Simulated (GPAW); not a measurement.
A run of GPAW 26.7.0 is set up as follows.

The input run.py:

```python
from ase.dft.bandgap import bandgap
from ase.io import read, write
from ase.units import GPa
from gpaw import GPAW, PW, setup_paths

setup_paths.insert(0, '.')

atoms = read('TiTe2.cif')

calc = GPAW(mode=PW(450),
            xc='PBEsol',
            kpts={'size': (7, 7, 4), 'gamma': True},
            occupations={'name': 'fermi-dirac', 'width': 0.01},
            setups={'Ti': ':d,4.0'},
            nbands=24,
            convergence={'density': 1e-05, 'energy': 1e-05},
            maxiter=150,
            txt='gpaw.txt')
atoms.calc = calc
energy = atoms.get_potential_energy()
forces = atoms.get_forces()
stress = atoms.get_stress()
calc.write('gs.gpw')
write('result.traj', atoms)
print(f'Energy: {energy:.6f} eV')
print('Forces (eV/A):')
print(forces.round(4))
print('Stress (GPa):', (stress / GPa).round(3))
print('Fermi level:', round(calc.get_fermi_level(), 4), 'eV')
print(f'Gap: {bandgap(calc)[0]:.4f} eV, direct: {bandgap(calc, direct=True)[0]:.4f} eV')
```

TiTe2.cif

```cif
data_TiTe2
_cell_length_a 3.77700000
_cell_length_b 3.77700000
_cell_length_c 6.49800000
_cell_angle_alpha 90.00000000
_cell_angle_beta 90.00000000
_cell_angle_gamma 120.00000000
_space_group_name_H-M_alt 'P-3m1'
_space_group_name_Hall '-P 3 2"'
_space_group_IT_number 164
loop_
_space_group_symop_operation_xyz
'x,y,z'
'-x,-y,-z'
'-y,x-y,z'
'y,-x+y,-z'
'-x+y,-x,z'
'x-y,x,-z'
'y,x,-z'
'-y,-x,z'
'x-y,-y,-z'
'-x+y,y,z'
'-x,-x+y,-z'
'x,x-y,z'
loop_
_atom_site_label
_atom_site_type_symbol
_atom_site_symmetry_multiplicity
_atom_site_Wyckoff_symbol
_atom_site_fract_x
_atom_site_fract_y
_atom_site_fract_z
_atom_site_occupancy
Te1 Te 2 d 0.3333333333 0.6666666667 0.7372000000 1
Ti1 Ti 1 a 0.0000000000 0.0000000000 0.0000000000 1
```

Potentials or basis: PAW data sets generated in the run's folder for this functional, pw.

Run with:

```sh
$ gpaw-setup -f PBEsol Te Ti
$ OMP_NUM_THREADS=1 python run.py
```

Problem. Estimate the band gap on the k mesh.

Solution. None (metal or under the smearing width).

Problem. Predict the largest force.

Solution. 0.069 eV/Å.

Problem. Estimate the pressure.

Solution. -0.5 GPa.

Forces on the atoms (eV/Å):
```
Te   0.000  0.000  0.069
Te   0.000  0.000 -0.069
Ti   0.000  0.000  0.000
```

Caveat: the cutoff is short for stress and forces, so pressures can be off by a GPa or more; this functional lacks dispersion, which binds the layers, so the pressure and a relaxed spacing across them are unreliable; U without spin polarisation on a metal has little footing; the U is typed as a test and isn't derived for this compound. The run has no spin-orbit coupling, so splittings on Te are missing.
